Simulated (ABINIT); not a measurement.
# AlP (F-43m): G0W0 in ABINIT against the bands in the self-energy

Aim: move the bands in the self-energy of a G0W0 run on AlP (F-43m) over a wide range.

Calculated with ABINIT 10.8.3; PBE and many-body steps on it, plane waves.

The database entry behind the starting cell differs from later determinations by our own check (0.1 to 0.3 % short, probably kX units), so it need not match the best structure at ambient conditions.

### 1. The structure

It takes space group F-43m (No. 216, cubic). The conventional cell has a = 5.451 Å, b = 5.451 Å, c = 5.451 Å, α = 90.00°, β = 90.00°, γ = 90.00°. Nearest to Al lie 4 P at 2.36 Å. P has 4 Al at 2.36 Å nearest. Farther neighbours are not listed.

The cell and positions come from the Crystallography Open Database and are kept as given unless a step says otherwise.

### 2. Screening, 4×4×4 mesh, 264 bands, screening to 217.7 eV

This step: ABINIT 10.8.3; RPA screening on PBE, plane waves, norm-conserving pseudopotentials.

The RPA dielectric matrix is built and inverted for each q.

run.abi

```
acell 3*1.0 Angstrom
rprim 
  -0.000000000000 2.725500000000 2.725500000000
  2.725500000000 -0.000000000000 2.725500000000
  2.725500000000 2.725500000000 -0.000000000000
ntypat 2
znucl 13 15
natom 2
typat 1 2
xred 
  0.000000000000 0.000000000000 0.000000000000
  0.250000000000 0.250000000000 0.250000000000
pp_dirpath "pseudos"
pseudos "Al.upf, P.upf"
ecut 18
ngkpt 4 4 4
nshiftk 1
shiftk 0 0 0
kptopt 1
chksymbreak 0
istwfk *1
occopt 1
irdwfk 1
optdriver 3
nband 264
ecuteps 8
inclvkb 2
awtr 1
symchi 1
indata_prefix "in"
outdata_prefix "out"
tmpdata_prefix "tmp"
```

Command:

```sh
OMP_NUM_THREADS=1 mpirun -n 4 abinit run.abi > log
```

What it wrote:

```text
.Version 10.8.3 of ABINIT. v10.8.2 released Aug 2026.

 Symmetries : space group F-4 3 m (#216); Bravais cF (face-center cubic)
[... echo of the input left out ...]
== DATASET  1 ==================================================================
-   mpi_nproc: 4, omp_nthreads: 1 (-1 if OMP is not activated)

--- !DatasetInfo
iteration_state: {dtset: 1, }
dimensions: {natom: 2, nkpt: 8, mband: 264, nsppol: 1, nspinor: 1, nspden: 1, mpw: 1008, }
cutoff_energies: {ecut:  18.0, pawecutdg:  -1.0, }
electrons: {nelect:   8.00000000E+00, charge:   0.00000000E+00, occopt:   1.00000000E+00, tsmear:   1.00000000E-02, }

 SCREENING: Calculation of the susceptibility and dielectric matrices

 Based on a program developped by R.W. Godby, V. Olevano, G. Onida, and L. Reining.
 Incorporated in ABINIT by V. Olevano, G.-M. Rignanese, and M. Torrent.
.Using double precision arithmetic ; gwpc =  8

[... cell and pseudopotentials left out ...]
--------------------------------------------------------------------------------

 ==== K-mesh for the wavefunctions ====
 Number of points in the irreducible wedge :     8
[... list of points left out ...]
 Together with 24 symmetry operations and time-reversal symmetry
 yields    64 points in the full Brillouin Zone.

 ==== Q-mesh for the screening function ====
 Number of points in the irreducible wedge :     8
[... list of points left out ...]
 Together with 24 symmetry operations and time-reversal symmetry
 yields    64 points in the full Brillouin Zone.

 setmesh: FFT mesh size selected  =    24x   24x   24
          total number of points  =        13824

 vcoul_init : cutoff-mode = AUXILIARY_FUNCTION
 q-points for optical limit:   1
     1)      0.000010    0.000020    0.000030

- screening: taking advantage of time-reversal symmetry
- Maximum band index for partially occupied states nbvw = 4
- Remaining bands to be divided among processors   nbcw = 260
- Number of bands treated by each node ~65

 Number of electrons calculated from density =    8.0000; Expected =    8.0000
 average of density, n =  0.029277
 r_s =    2.0128
 omega_plasma =   16.5051 [eV]

 calculating chi0 at frequencies [eV] :
  1    0.000000E+00    0.000000E+00
  2    0.000000E+00    1.650509E+01

--------------------------------------------------------------------------------
  q-point number  1        q = ( 0.000000, 0.000000, 0.000000) [r.l.u.]
--------------------------------------------------------------------------------
[... chi0 elements left out ...]
 For q-point:  0.000010 0.000020 0.000030
  dielectric constant =  10.7009
  dielectric constant without local fields =  12.1871

  Average fulfillment of the sum rule on Im[epsilon] for q-point    1 :     94.47  [%]
[... wings left out ...]
  q-point number  2        q = ( 0.250000, 0.000000, 0.000000) [r.l.u.]
--------------------------------------------------------------------------------
[... chi0 elements left out ...]
  Average fulfillment of the sum rule on Im[epsilon] for q-point    2 :     94.81  [%]

 [... 6 further q-points ...]
```

Elapsed: 25 s, on 4 MPI ranks of Arm Neoverse V1, shared host; peak memory 0.81 GiB.

This step gave:

- ε∞ with local fields, on this mesh, along the program's q direction: 10.70
- the same without local fields: 12.19
- plasma frequency: 16.51 eV
- plane waves in the screening matrix: 307

Local fields lower ε∞ by 12 %. On a Γ-centred mesh this coarse the value itself is usually too large, while a short band sum pulls it down.

### 3. 12 bands

This step: G0W0 on PBE, plane waves, norm-conserving pseudopotentials.

run.abi, as its differences from that of step 2:

```diff
@@ -23,8 +23,17 @@
 irdwfk 1
-optdriver 3
-nband 264
+optdriver 4
+nband 12
+gwcalctyp 0
+ecutsigx 18
+symsigma 1
+nkptgw 2
+kptgw 
+  0.0000000000 0.0000000000 0.0000000000
+  0.5000000000 0.5000000000 0.0000000000
+bdgw 
+  2 8
+  3 6
 ecuteps 8
-inclvkb 2
-awtr 1
-symchi 1
+irdscr 1
+ppmodel 1
 indata_prefix "in"
```

What it wrote:

```text
.Version 10.8.3 of ABINIT. v10.8.2 released Aug 2026.

 Symmetries : space group F-4 3 m (#216); Bravais cF (face-center cubic)
[... echo of the input left out ...]
== DATASET  1 ==================================================================
-   mpi_nproc: 4, omp_nthreads: 1 (-1 if OMP is not activated)

--- !DatasetInfo
iteration_state: {dtset: 1, }
dimensions: {natom: 2, nkpt: 8, mband: 12, nsppol: 1, nspinor: 1, nspden: 1, mpw: 1008, }
cutoff_energies: {ecut:  18.0, pawecutdg:  -1.0, }
electrons: {nelect:   8.00000000E+00, charge:   0.00000000E+00, occopt:   1.00000000E+00, tsmear:   1.00000000E-02, }

 SIGMA: Calculation of the GW corrections

 Based on a program developped by R.W. Godby, V. Olevano, G. Onida, and L. Reining.
 Incorporated in ABINIT by V. Olevano, G.-M. Rignanese, and M. Torrent.
.Using double precision arithmetic ; gwpc =  8

[... cell and pseudopotentials left out ...]
--------------------------------------------------------------------------------

 ==== K-mesh for the wavefunctions ====
 Number of points in the irreducible wedge :     8
[... list of points left out ...]
 Together with 24 symmetry operations and time-reversal symmetry
 yields    64 points in the full Brillouin Zone.

 ==== Q-mesh for screening function ====
 Number of points in the irreducible wedge :     8
[... list of points left out ...]
 Together with 24 symmetry operations and time-reversal symmetry
 yields    64 points in the full Brillouin Zone.

 vcoul_init : cutoff-mode = AUXILIARY_FUNCTION
 q-points for optical limit:   1
     1)      0.000010    0.000020    0.000030
 setmesh: FFT mesh size selected  =    27x   27x   27
          total number of points  =        19683

 Number of electrons calculated from density =    8.0000; Expected =    8.0000
 average of density, n =  0.029277
 r_s =    2.0128
 omega_plasma =   16.5051 [eV]

 === KS Band Gaps ===
  >>>> For spin  1
   Minimum direct gap =   3.3252 [eV], located at k-point      :   0.0000  0.0000  0.0000
   Fundamental gap    =   1.5639 [eV], Top of valence bands at :   0.0000  0.0000  0.0000
                                       Bottom of conduction at :   0.5000  0.5000  0.0000
 SIGMA fundamental parameters:
 PLASMON POLE MODEL  1
 number of plane-waves for SigmaX                  965
 number of plane-waves for SigmaC and W            307
 number of plane-waves for wavefunctions           965
 number of bands                                    12
 number of independent spin polarizations            1
 number of spinorial components                      1
 number of k-points in IBZ                           8
 number of q-points in IBZ                           8
 number of symmetry operations                      24
 number of k-points in BZ                           64
 number of q-points in BZ                           64
 number of frequencies for dSigma/dE                 9
 frequency step for dSigma/dE [eV]                0.25
 number of omega for Sigma on real axis              0
 max omega for Sigma on real axis  [eV]           0.00
 zcut for avoiding poles [eV]                     0.10

 EPSILON^-1 parameters (SCR file):
 dimension of the eps^-1 matrix on file            307
 dimension of the eps^-1 matrix used               307
 number of plane-waves for wavefunctions           965
 number of bands                                   264
 number of q-points in IBZ                           8
 number of frequencies                               2
 number of real frequencies                          1
 number of imag frequencies                          1

 matrix elements of self-energy operator (all in [eV])

 Perturbative Calculation

--- !SelfEnergy_ee
iteration_state: {dtset: 1, }
kpoint     : [   0.000,    0.000,    0.000, ]
spin       : 1
KS_gap     :    3.325
QP_gap     :    4.231
Delta_QP_KS:    0.906
data: !SigmaeeData |
     Band     E0 <VxcDFT>   SigX SigC(E0)      Z dSigC/dE  Sig(E)    E-E0       E
        2   3.875 -11.917 -14.194   2.638   0.781  -0.281 -11.635   0.282   4.157
        3   3.875 -11.917 -14.194   2.638   0.781  -0.281 -11.635   0.282   4.157
        4   3.875 -11.917 -14.194   2.638   0.781  -0.281 -11.635   0.282   4.157
        5   7.200 -10.063  -5.461  -3.110   0.796  -0.256  -8.875   1.188   8.388
        6   8.440  -9.549  -4.917  -3.034   0.796  -0.256  -8.276   1.273   9.712
        7   8.440  -9.549  -4.917  -3.034   0.796  -0.256  -8.276   1.273   9.712
        8   8.440  -9.549  -4.917  -3.034   0.796  -0.256  -8.276   1.273   9.712

--- !SelfEnergy_ee
iteration_state: {dtset: 1, }
kpoint     : [   0.500,    0.500,    0.000, ]
spin       : 1
KS_gap     :    3.679
QP_gap     :    4.540
Delta_QP_KS:    0.860
data: !SigmaeeData |
     Band     E0 <VxcDFT>   SigX SigC(E0)      Z dSigC/dE  Sig(E)    E-E0       E
        3   1.760 -10.976 -14.079   3.056   0.767  -0.304 -11.012  -0.036   1.723
        4   1.760 -10.976 -14.079   3.056   0.767  -0.304 -11.012  -0.036   1.723
        5   5.439  -8.285  -4.492  -2.774   0.809  -0.237  -7.461   0.824   6.263
        6   6.343  -9.002  -4.950  -2.699   0.807  -0.239  -7.910   1.092   7.435

== END DATASET(S) ==============================================================
================================================================================

 -outvars: echo values of variables after computation  --------
           etotal      0.0000000000E+00
            nband          12
             nkpt           8
          spgroup         216
 [... the other variables as echoed above ...]

 Calculation completed.
```

It took 3.6 s on 4 MPI ranks; peak memory 0.47 GiB; 14 s of CPU time.

This step gave:

```yaml
g0w0_gap_on_the_points_computed: 2.106 eV
starting_gap_on_the_mesh: 1.564 eV
k_of_the_valence_top: 0, 0, 0
k_of_the_conduction_bottom: 0.5, 0.5, 0
z_at_the_valence_top: 0.781
z_at_the_conduction_bottom: 0.809
least_direct_g0w0_gap_on_the_computed_points: 4.231 eV
```

### 4. 27 bands

run.abi, as its differences from that of step 3:

```diff
@@ -24,3 +24,3 @@
 optdriver 4
-nband 12
+nband 27
 gwcalctyp 0
```

What it wrote:

```text
.Version 10.8.3 of ABINIT. v10.8.2 released Aug 2026.

 Symmetries : space group F-4 3 m (#216); Bravais cF (face-center cubic)
[... echo of the input left out ...]
== DATASET  1 ==================================================================
-   mpi_nproc: 4, omp_nthreads: 1 (-1 if OMP is not activated)

--- !DatasetInfo
iteration_state: {dtset: 1, }
dimensions: {natom: 2, nkpt: 8, mband: 27, nsppol: 1, nspinor: 1, nspden: 1, mpw: 1008, }
cutoff_energies: {ecut:  18.0, pawecutdg:  -1.0, }
electrons: {nelect:   8.00000000E+00, charge:   0.00000000E+00, occopt:   1.00000000E+00, tsmear:   1.00000000E-02, }

 SIGMA: Calculation of the GW corrections

 Based on a program developped by R.W. Godby, V. Olevano, G. Onida, and L. Reining.
 Incorporated in ABINIT by V. Olevano, G.-M. Rignanese, and M. Torrent.
.Using double precision arithmetic ; gwpc =  8

[... cell and pseudopotentials left out ...]
--------------------------------------------------------------------------------

 ==== K-mesh for the wavefunctions ====
 Number of points in the irreducible wedge :     8
[... list of points left out ...]
 Together with 24 symmetry operations and time-reversal symmetry
 yields    64 points in the full Brillouin Zone.

 ==== Q-mesh for screening function ====
 Number of points in the irreducible wedge :     8
[... list of points left out ...]
 Together with 24 symmetry operations and time-reversal symmetry
 yields    64 points in the full Brillouin Zone.

 vcoul_init : cutoff-mode = AUXILIARY_FUNCTION
 q-points for optical limit:   1
     1)      0.000010    0.000020    0.000030
 setmesh: FFT mesh size selected  =    27x   27x   27
          total number of points  =        19683

 Number of electrons calculated from density =    8.0000; Expected =    8.0000
[...]
number of omega for Sigma on real axis              0
 max omega for Sigma on real axis  [eV]           0.00
 zcut for avoiding poles [eV]                     0.10

 EPSILON^-1 parameters (SCR file):
 dimension of the eps^-1 matrix on file            307
 dimension of the eps^-1 matrix used               307
 number of plane-waves for wavefunctions           965
 number of bands                                   264
 number of q-points in IBZ                           8
 number of frequencies                               2
 number of real frequencies                          1
 number of imag frequencies                          1

 matrix elements of self-energy operator (all in [eV])

 Perturbative Calculation

--- !SelfEnergy_ee
iteration_state: {dtset: 1, }
kpoint     : [   0.000,    0.000,    0.000, ]
spin       : 1
KS_gap     :    3.325
QP_gap     :    4.180
Delta_QP_KS:    0.855
data: !SigmaeeData |
     Band     E0 <VxcDFT>   SigX SigC(E0)      Z dSigC/dE  Sig(E)    E-E0       E
        2   3.875 -11.917 -14.194   1.842   0.770  -0.299 -12.251  -0.335   3.540
        3   3.875 -11.917 -14.194   1.842   0.770  -0.299 -12.251  -0.335   3.540
        4   3.875 -11.917 -14.194   1.842   0.770  -0.299 -12.251  -0.335   3.540
[...]
--- !SelfEnergy_ee
iteration_state: {dtset: 1, }
kpoint     : [   0.500,    0.500,    0.000, ]
spin       : 1
KS_gap     :    3.679
QP_gap     :    4.507
Delta_QP_KS:    0.827
data: !SigmaeeData |
     Band     E0 <VxcDFT>   SigX SigC(E0)      Z dSigC/dE  Sig(E)    E-E0       E
[...]
5   5.439  -8.285  -4.492  -3.410   0.798  -0.254  -7.979   0.306   5.745
        6   6.343  -9.002  -4.950  -3.444   0.794  -0.260  -8.519   0.483   6.826

== END DATASET(S) ==============================================================
================================================================================

 -outvars: echo values of variables after computation  --------
           etotal      0.0000000000E+00
            nband          27
             nkpt           8
          spgroup         216
 [... the other variables as echoed above ...]

 Calculation completed.
```

Elapsed: 5.5 s, on 4 MPI ranks; peak memory 0.48 GiB; 22 s of CPU time.

This step gave:

```
G0W0 gap on the points computed              : 2.205 eV
starting gap on the mesh                     : 1.564 eV
k of the valence top                         : 0, 0, 0
k of the conduction bottom                   : 0.5, 0.5, 0
Z at the valence top                         : 0.77
Z at the conduction bottom                   : 0.798
least direct G0W0 gap on the computed points : 4.18 eV
```

(Part 1 of 2 ends here.)

[Paths, hosts, dates, memory and timing lines, banners, echoed tables and standing remarks are left out of the program output.]

[Logs are printed without paths, hosts, clocks, repeated set-up lines and the standing remarks that a program may print on its own settings, such as how far it seeks lower states.]

[Runs of the session that timed out or met a known fault of the program may be left out.]

[Hosts, paths, dates, database ids (printed as entryN), source tags and the programs' standing remarks are cut or masked in the printed files.]

[G0W0 gaps are taken among the corrected bands and points alone; a level outside them can change the order at an edge.]

[Where Ansatz stands beside ABINIT at settings called matched, ABINIT's density can come from a denser mesh and the files from another edition; pairs whose starting gaps differed by over 0.03 eV were left out, so agreement reads better than it is.]
